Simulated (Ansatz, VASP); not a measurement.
One calculation of B, two programs

Contents of INCAR:

```
PREC = Accurate
ENCUT = 520
EDIFF = 1E-7
ISMEAR = -1
SIGMA = 0.1
LREAL = False
LASPH = True
NELM = 100
ALGO = Normal
ISIF = 2
LWAVE = False
LCHARG = False
GGA = PE
NBANDS = 8
```

Contents of KPOINTS:

```
Automatic mesh
0
Gamma
  23 23 23
```

POSCAR

```
B
1.0
    0.0000000000      1.3755575696      1.3755575696
    1.3755575696      0.0000000000      1.3755575696
    1.3755575696      1.3755575696      0.0000000000
B
1
Direct
    0.0000000000      0.0000000000      0.0000000000
```

Input for Ansatz:

```yaml
crystal:
  lattice:
    - [0.0, 1.3755575696, 1.3755575696]
    - [1.3755575696, 0.0, 1.3755575696]
    - [1.3755575696, 1.3755575696, 0.0]
  atoms:
    - { symbol: B, position: [0.0, 0.0, 0.0] }
kpoints:
  mp_grid: { grid: [23, 23, 23] }
scf:
  occupations: { method: fermi_dirac, width: 0.1 }
hamiltonian:
  xc: pbe
  pseudopotentials: { kind: paw }
output:
  forces: true
  stress: true
  eigenvalues: true
```

Change from the starting cell: volume scaled by 0.884, to set the pressure.

Alike in both runs: task single point; functional PBE; k mesh 23 × 23 × 23; occupations fermi-dirac, width 0.1 eV; no spin polarisation.

|  | VASP | Ansatz |
| --- | --- | --- |
| version | VASP 6.6.1 | Ansatz 0.2.0 |
| potentials or method | VASP PAW PBE potentials, release 64 (B) | PAW with Ansatz's default frozen-core files, scalar-relativistic |
| plane-wave cutoff (eV) | 520 | 420 |
| valence electrons in the cell | 3 | 3 |

|  | VASP | Ansatz | Ansatz less VASP |
| --- | --- | --- | --- |
| pressure (GPa) | 42.3 | 42.3 | -0.02 |

The functional is the same, so the differences come from potentials, cutoffs and numerics.

Caveats: so large a pressure means that the cell lies far from this level's equilibrium, or that cutoff or potentials fall short (VASP).
